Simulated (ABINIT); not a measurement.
# PbSe (Clausthalite) (Fm-3m) in ABINIT: notebook

Aim: see how the results for PbSe (Clausthalite) move with the level of theory and the settings. Levels: LDA, PBE. Tasks: single point.

Program: ABINIT 10.8.3 (patched build). These are calculated values, not measurements. Logs are shortened: lines on timing, memory, paths and dates and some standing lists are left out, and cuts for length are marked. The log counts tension as positive stress, the text compression.

**Measured values to compare with.**

A printed reference work, monograph reports, for a bulk crystal of PbSe at 4.2 K: band gap 0.15 eV (direct).

The results are compared with them further down.

### 1 The structure

The structure is cubic, space group Fm-3m (No. 225). Conventional cell: a = 6.121 Å, b = 6.121 Å, c = 6.121 Å, α = 90.00°, β = 90.00°, γ = 90.00°. Pb (site symmetry m-3m) is surrounded by 6 Se at 3.06 Å. Se (site symmetry m-3m) is surrounded by 6 Pb at 3.06 Å.

### 2 Single point, LDA

run.abi

```
# Pseudopotentials
pp_dirpath "./"
pseudos "Pb.upf, Se.upf"

# Structure
acell 8.1795146323 8.1795146323 8.1795146323
rprim
     0.0000000000     0.7071067812     0.7071067812
     0.7071067812     0.0000000000     0.7071067812
     0.7071067812     0.7071067812     0.0000000000
ntypat 2
znucl 82 34
natom 2
typat 1 2
xred
     0.0000000000     0.0000000000     0.0000000000
     0.5000000000     0.5000000000     0.5000000000

# Plane-wave basis
ecut 39.0

# k points
kptopt 1
ngkpt 6 6 6
nshiftk 1
shiftk 0.0 0.0 0.0

# Exchange and correlation
ixc 7

# Bands and occupations
nband 19
occopt 3
tsmear 0.05 eV

# SCF cycle
nstep 100
tolvrs 1.0e-10

# Output
iomode 3
prtwf 0
prtden 0
prteig 0
prtebands 0
enunit 2
```

Potentials or basis: PseudoDojo NC SR LDA v0.4.1 standard.

On the command line:

```
$ abinit run.abi > log 2>&1
```

run.abo:

```text
.Version 10.8.3 of ABINIT
 Symmetries : space group Fm -3 m (#225); Bravais cF (face-center cubic)
================================================================================
 Values of the parameters that define the memory need of the present run
     intxc =       0    ionmov =       0      iscf =       7    lmnmax =       6
     lnmax =       6     mgfft =      48  mpssoang =       3    mqgrid =    3001
     natom =       2  nloc_mem =       1    nspden =       1   nspinor =       1
    nsppol =       1      nsym =      48    n1xccc =    2501    ntypat =       2
    occopt =       3   xclevel =       1
       mpw =        4546          nfft =      110592          nkpt =          16
================================================================================
================================================================================

--------------------------------------------------------------------------------
------------- Echo of variables that govern the present computation ------------
--------------------------------------------------------------------------------
 -outvars: echo values of preprocessed input variables --------
            acell      8.1795146323E+00  8.1795146323E+00  8.1795146323E+00 Bohr
              amu      2.07200000E+02  7.89600000E+01
             ecut      3.90000000E+01 Hartree
           enunit           2
              ixc           7
         kptrlatt        6    0    0      0    6    0      0    0    6
          kptrlen      4.90770878E+01
            natom           2
            nband          19
            ngfft          48      48      48
             nkpt          16
            nstep         100
             nsym          48
           ntypat           2
           occopt           3
           prtden           0
        prtebands           0
           prteig           0
            prtwf           0
            rprim      0.0000000000E+00  7.0710678120E-01  7.0710678120E-01
                       7.0710678120E-01  0.0000000000E+00  7.0710678120E-01
                       7.0710678120E-01  7.0710678120E-01  0.0000000000E+00
          spgroup         225
           tolvrs      1.00000000E-10
           tsmear      1.83746611E-03 Hartree
            typat      1  2
           xangst      0.0000000000E+00  0.0000000000E+00  0.0000000000E+00
                       3.0606499980E+00  3.0606499980E+00  3.0606499980E+00
            xcart      0.0000000000E+00  0.0000000000E+00  0.0000000000E+00
                       5.7837902634E+00  5.7837902634E+00  5.7837902634E+00
             xred      0.0000000000E+00  0.0000000000E+00  0.0000000000E+00
                       5.0000000000E-01  5.0000000000E-01  5.0000000000E-01
            znucl       82.00000   34.00000

================================================================================

 chkinp: Checking input parameters for consistency.

================================================================================
== DATASET  1 ==================================================================

--- !DatasetInfo
iteration_state: {dtset: 1, }
dimensions: {natom: 2, nkpt: 16, mband: 19, nsppol: 1, nspinor: 1, nspden: 1, mpw: 4546, }
cutoff_energies: {ecut:  39.0, pawecutdg:  -1.0, }
electrons: {nelect:   3.00000000E+01, charge:   0.00000000E+00, occopt:   3.00000000E+00, tsmear:   1.83746611E-03, }
meta: {optdriver: 0, ionmov: 0, optcell: 0, iscf: 7, paral_kgb: 0, }
...

 Exchange-correlation functional for the present dataset will be:
  LDA: Perdew-Wang 92 LSD fit to Ceperley-Alder data - ixc=7
  J.P.Perdew and Y.Wang, PRB 45, 13244 (1992)

 Real(R)+Recip(G) space primitive vectors, cartesian coordinates (Bohr,Bohr^-1):
 R(1)=  0.0000000  5.7837903  5.7837903  G(1)= -0.0864485  0.0864485  0.0864485
 R(2)=  5.7837903  0.0000000  5.7837903  G(2)=  0.0864485 -0.0864485  0.0864485
 R(3)=  5.7837903  5.7837903  0.0000000  G(3)=  0.0864485  0.0864485 -0.0864485
 Unit cell volume ucvol=  3.8696136E+02 bohr^3
 Angles (23,13,12)=  6.00000000E+01  6.00000000E+01  6.00000000E+01 degrees

 getcut: wavevector=  0.0000  0.0000  0.0000  ngfft=  48  48  48
         ecut(hartree)=     39.000   => boxcut(ratio)=   2.08745

--- Pseudopotential description ------------------------------------------------
- pspini: atom type   1  psp file is ./Pb.upf
12 -1012 2 -1 1638                            pspcod,pspxc,lmax,lloc,mmax
     nproj     2     2     2

- pspini: atom type   2  psp file is ./Se.upf
12 -1012 2 -1 1198                            pspcod,pspxc,lmax,lloc,mmax
     nproj     2     2     2

   2.17555319E+03                                ecore*ucvol(ha*bohr**3)
--------------------------------------------------------------------------------

================================================================================

--- !BeginCycle
iteration_state: {dtset: 1, }
solver: {iscf: 7, nstep: 100, nline: 4, wfoptalg: 0, }
tolerances: {tolvrs: 1.00E-10, }
...

     iter   Etot(hartree)      deltaE(h)  residm     vres2
 ETOT  1  -190.66183708454    -1.907E+02 1.297E+00 1.305E+02
 ETOT  2  -191.47993832554    -8.181E-01 1.262E-02 6.638E+00
 ETOT  3  -191.48073413759    -7.958E-04 1.082E-03 1.129E-01
 ETOT  4  -191.48074495933    -1.082E-05 3.862E-04 1.861E-02
 ETOT  5  -191.48074664625    -1.687E-06 2.377E-04 1.583E-03
 ETOT  6  -191.48074684959    -2.033E-07 9.949E-05 1.047E-05
 ETOT  7  -191.48074685082    -1.232E-09 6.356E-05 2.216E-07
 ETOT  8  -191.48074685085    -2.214E-11 2.776E-05 6.252E-09
 ETOT  9  -191.48074685086    -1.066E-11 1.500E-05 3.812E-11

 At SCF step    9       vres2   =  3.81E-11 < tolvrs=  1.00E-10 =>converged.

 Cartesian components of stress tensor (hartree/bohr^3)
  sigma(1 1)=  8.34467475E-05  sigma(3 2)=  0.00000000E+00
  sigma(2 2)=  8.34467475E-05  sigma(3 1)=  0.00000000E+00
  sigma(3 3)=  8.34467475E-05  sigma(2 1)=  0.00000000E+00

--- !ResultsGS
iteration_state: {dtset: 1, }
comment   : Summary of ground state results
lattice_vectors:
- [  0.0000000,   5.7837903,   5.7837903, ]
- [  5.7837903,   0.0000000,   5.7837903, ]
- [  5.7837903,   5.7837903,   0.0000000, ]
lattice_lengths: [   8.17951,    8.17951,    8.17951, ]
lattice_angles: [ 60.000,  60.000,  60.000, ] # degrees, (23, 13, 12)
lattice_volume:   3.8696136E+02
convergence: {deltae: -1.066E-11, res2:  3.812E-11, residm:  1.500E-05, diffor: null, }
etotal    :  -1.91480747E+02
entropy   :   0.00000000E+00
fermie    :   1.51308650E-01
cartesian_stress_tensor: # hartree/bohr^3
- [  8.34467475E-05,   0.00000000E+00,   0.00000000E+00, ]
- [  0.00000000E+00,   8.34467475E-05,   0.00000000E+00, ]
- [  0.00000000E+00,   0.00000000E+00,   8.34467475E-05, ]
pressure_GPa:  -2.4551E+00
xred      :
- [  0.0000E+00,   0.0000E+00,   0.0000E+00, Pb]
- [  5.0000E-01,   5.0000E-01,   5.0000E-01, Se]
cartesian_forces: # hartree/bohr
- [ -0.00000000E+00,  -0.00000000E+00,  -0.00000000E+00, ]
- [ -0.00000000E+00,  -0.00000000E+00,  -0.00000000E+00, ]
force_length_stats: {min:   0.00000000E+00, max:   0.00000000E+00, mean:   0.00000000E+00, }
...

 Integrated electronic density in atomic spheres:
 ------------------------------------------------
 Atom  Sphere_radius  Integrated_density
    1        2.00000         10.05802935
    2        2.00000         13.22541271
================================================================================

 ----iterations are completed or convergence reached----

 Mean square residual over all n,k,spin=   59.602E-09; max=  14.997E-06
 reduced coordinates (array xred) for    2 atoms
       0.000000000000      0.000000000000      0.000000000000
       0.500000000000      0.500000000000      0.500000000000
 rms dE/dt=  0.0000E+00; max dE/dt=  0.0000E+00; dE/dt below (all hartree)
    1       0.000000000000      0.000000000000      0.000000000000
    2       0.000000000000      0.000000000000      0.000000000000

 cartesian coordinates (angstrom) at end:
    1      0.00000000000000     0.00000000000000     0.00000000000000
    2      3.06064999797024     3.06064999797024     3.06064999797024

 cartesian forces (hartree/bohr) at end:
    1     -0.00000000000000    -0.00000000000000    -0.00000000000000
    2     -0.00000000000000    -0.00000000000000    -0.00000000000000
 frms,max,avg= 0.0000000E+00 0.0000000E+00   0.000E+00  0.000E+00  0.000E+00 h/b

 cartesian forces (eV/Angstrom) at end:
    1     -0.00000000000000    -0.00000000000000    -0.00000000000000
    2     -0.00000000000000    -0.00000000000000    -0.00000000000000
 frms,max,avg= 0.0000000E+00 0.0000000E+00   0.000E+00  0.000E+00  0.000E+00 e/A
 length scales=  8.179514632300  8.179514632300  8.179514632300 bohr
              =  4.328412736724  4.328412736724  4.328412736724 angstroms
 Fermi (or HOMO) energy (hartree) =   0.15131   Average Vxc (hartree)=  -0.38186
 Eigenvalues (hartree) for nkpt=  16  k points:
 kpt#   1, nband= 19, wtk=  0.00463, kpt=  0.0000  0.0000  0.0000 (reduced coord)
  -1.59375   -1.59375   -1.59365   -1.59365   -1.59365   -0.46558   -0.46558   -0.46553
  -0.46553   -0.46553   -0.35250   -0.08847    0.08070    0.08070    0.08070    0.31777
   0.31777    0.31777    0.38818
      occupation numbers for kpt#   1
   2.00000    2.00000    2.00000    2.00000    2.00000    2.00000    2.00000    2.00000
   2.00000    2.00000    2.00000    2.00000    2.00000    2.00000    2.00000    0.00000
   0.00000    0.00000    0.00000
 prteigrs : prtvol=0 or 1, do not print more k-points.

 Fermi (or HOMO) energy (eV) =   4.11732   Average Vxc (eV)= -10.39107
 Eigenvalues (   eV  ) for nkpt=  16  k points:
 kpt#   1, nband= 19, wtk=  0.00463, kpt=  0.0000  0.0000  0.0000 (reduced coord)
 -43.36827  -43.36827  -43.36544  -43.36544  -43.36544  -12.66910  -12.66910  -12.66777
 -12.66777  -12.66777   -9.59213   -2.40735    2.19609    2.19609    2.19609    8.64697
   8.64697    8.64697   10.56297
 prteigrs : prtvol=0 or 1, do not print more k-points.

--- !EnergyTerms
iteration_state     : {dtset: 1, }
comment             : Components of total free energy in Hartree
kinetic             :  1.12753939381448E+02
hartree             :  4.99652446242978E+01
xc                  : -4.35926693376950E+01
Ewald energy        : -1.10678200336195E+02
psp_core            :  5.62214577732883E+00
local_psp           : -1.40387428609494E+02
non_local_psp       : -6.51637269737483E+01
internal            : -1.91480695474058E+02
'-kT*entropy'       : -5.13767994169771E-05
total_energy        : -1.91480746850858E+02
total_energy_eV     : -5.21045656122760E+03
band_energy         : -2.11502473942757E+01
...

 Cartesian components of stress tensor (hartree/bohr^3)
  sigma(1 1)=  8.34467475E-05  sigma(3 2)=  0.00000000E+00
  sigma(2 2)=  8.34467475E-05  sigma(3 1)=  0.00000000E+00
  sigma(3 3)=  8.34467475E-05  sigma(2 1)=  0.00000000E+00

-Cartesian components of stress tensor (GPa)         [Pressure= -2.4551E+00 GPa]
- sigma(1 1)=  2.45508807E+00  sigma(3 2)=  0.00000000E+00
- sigma(2 2)=  2.45508807E+00  sigma(3 1)=  0.00000000E+00
- sigma(3 3)=  2.45508807E+00  sigma(2 1)=  0.00000000E+00

== END DATASET(S) ==============================================================
================================================================================

 -outvars: echo values of variables after computation  --------
            acell      8.1795146323E+00  8.1795146323E+00  8.1795146323E+00 Bohr
           etotal     -1.9148074685E+02
            fcart     -0.0000000000E+00 -0.0000000000E+00 -0.0000000000E+00
                      -0.0000000000E+00 -0.0000000000E+00 -0.0000000000E+00
            rprim      0.0000000000E+00  7.0710678120E-01  7.0710678120E-01
                       7.0710678120E-01  0.0000000000E+00  7.0710678120E-01
                       7.0710678120E-01  7.0710678120E-01  0.0000000000E+00
           strten      8.3446747463E-05  8.3446747463E-05  8.3446747463E-05
                       0.0000000000E+00  0.0000000000E+00  0.0000000000E+00
           xangst      0.0000000000E+00  0.0000000000E+00  0.0000000000E+00
                       3.0606499980E+00  3.0606499980E+00  3.0606499980E+00
             xred      0.0000000000E+00  0.0000000000E+00  0.0000000000E+00
                       5.0000000000E-01  5.0000000000E-01  5.0000000000E-01
 Calculation completed.
```

It took 42 s on 1 thread of Arm Neoverse V1, shared host; peak memory 0.09 GiB.

Results:

- Free energy: -5210.4566 eV
- Pressure: -2.5 GPa
- Band gap on the k mesh: 0.19 eV, direct
- Valence electrons inside the program's atomic spheres: Pb 10.06; Se 13.23

Levels at points of the mesh, in eV from the valence-band top:
```
           k point  band 11  band 12  band 13  band 14  band 15  band 16  band 17  band 18  band 19
(0.00, 0.00, 0.00)   -13.61    -6.43    -1.82    -1.82    -1.82     4.63     4.63     4.63     6.54
(0.50, 0.00, 0.00)   -12.54    -8.87    -1.41    -1.41     0.00     0.19     1.64     1.64     8.46
(0.50, 0.50, 0.00)   -12.17    -7.48    -4.98    -3.20    -3.20     3.68     5.53     5.53     5.97
```

Caveat: spin-orbit coupling is left out, which as a rule narrows the gap of such compounds by several tenths of an eV.

### 3 Single point, PBE

run.abi, as its differences from that of step 2:

```diff
@@ -28,3 +28,3 @@
 # Exchange and correlation
-ixc 7
+ixc 11
 
@@ -42,3 +42,2 @@
 prtwf 0
-prtden 0
 prteig 0
@@ -46 +45,6 @@
 enunit 2
+prtden 1
+prtvha 1
+prtvclmb 1
+prtpot 1
+prtelf 1
```

Potentials or basis: PseudoDojo NC SR PBE v0.4.1 standard.

On the command line:

```
$ abinit run.abi > log 2>&1
```

Run time: 41 s. Hardware: 1 thread of Arm Neoverse V2, shared host; peak memory 0.1 GiB.

The run converged. Its results:

```yaml
Free_energy: -5215.3208 eV
Pressure: 2.1 GPa
Band_gap_on_the_k_mesh: 0.30 eV, direct
Valence_electrons_inside_the_program's_atomic_spheres: Pb 10.06; Se 13.22
```

Levels at points of the mesh, in eV from the valence-band top:
```tsv
k point	band 13	band 14	band 15	band 16	band 17	band 18
(0.00, 0.00, 0.00)	-1.87	-1.87	-1.87	4.72	4.72	4.72
(0.50, 0.00, 0.00)	-1.47	-1.47	0.00	0.30	1.70	1.70
(0.50, 0.50, 0.00)	-4.98	-3.23	-3.23	3.71	5.61	5.61
```

Caveat: spin-orbit coupling is left out, which as a rule narrows the gap of such compounds by several tenths of an eV.

### 4 Single point, PBE

run.abi

```
# Pseudopotentials
pp_dirpath "./"
pseudos "Pb.upf, Se.upf"

# Structure
acell 3*1.0
rprim
     0.0000000000     5.7837902633     5.7837902633
     5.7837902633     0.0000000000     5.7837902633
     5.7837902633     5.7837902633     0.0000000000
ntypat 2
znucl 82 34
natom 2
typat 1 2
xred
     0.0000000000     0.0000000000     0.0000000000
     0.5000000000     0.5000000000     0.5000000000

# Plane-wave basis
ecut 39.0

# k points
kptopt 1
ngkpt 6 6 6
nshiftk 1
shiftk 0.0 0.0 0.0

# Exchange and correlation
ixc 11

# Bands and occupations
nband 19
occopt 3
tsmear 0.05 eV

# SCF cycle
nstep 100
tolvrs 1.0e-10

# Output
iomode 3
prtwf 0
prtden 0
prteig 0
prtebands 0
```

On the command line:

```
$ abinit run.abi > log 2>&1
```

Wall time 46 s (1 thread of Arm Neoverse V1, shared host); peak memory 0.1 GiB.

It converged, with:

```yaml
Free_energy: -5215.3208 eV
Pressure: 2.1 GPa
Band_gap_on_the_k_mesh: 0.30 eV, direct
Valence_electrons_inside_the_program's_atomic_spheres: Pb 10.06; Se 13.22
```

Levels at points of the mesh, in eV from the valence-band top:
```
           k point  band 11  band 12  band 13  band 14  band 15  band 16  band 17  band 18  band 19
(0.00, 0.00, 0.00)   -13.60    -6.31    -1.87    -1.87    -1.87     4.72     4.72     4.72     6.53
(0.50, 0.00, 0.00)   -12.53    -8.80    -1.47    -1.47     0.00     0.30     1.70     1.70     8.56
(0.50, 0.50, 0.00)   -12.16    -7.38    -4.98    -3.23    -3.23     3.71     5.61     5.61     6.05
```

Caveat: spin-orbit coupling is left out, which as a rule narrows the gap of such compounds by several tenths of an eV.

### 5 Comparison with measurements

Step 2. A measured gap of PbSe is 0.15 eV (direct; 4.2 K; a printed reference work, monograph); the calculated 0.19 eV misses it by +0.04 eV. 2 values of this kind are on record (0.15 to 0.28 eV); this one was drawn at random. Spin-orbit coupling on Pb, Se is left out. The value is that of LDA on a finite k mesh, which can miss the band edges, without temperature or zero-point motion.

Step 3. Against the measured gap of PbSe, 0.15 eV (direct; 4.2 K; a printed reference work, monograph), the calculated 0.30 eV is off by +0.15 eV. 2 values of this kind are on record (0.15 to 0.28 eV); this one was drawn at random. Spin-orbit coupling on Pb, Se is left out. The value is that of PBE on a finite k mesh, which can miss the band edges, without temperature or zero-point motion.

Step 4. A measured gap of PbSe is 0.15 eV (direct; 4.2 K; a printed reference work, monograph); the calculated 0.30 eV misses it by +0.15 eV. 2 values of this kind are on record (0.15 to 0.28 eV); this one was drawn at random. Spin-orbit coupling on Pb, Se is left out. The value is that of PBE on a finite k mesh, which can miss the band edges, without temperature or zero-point motion.
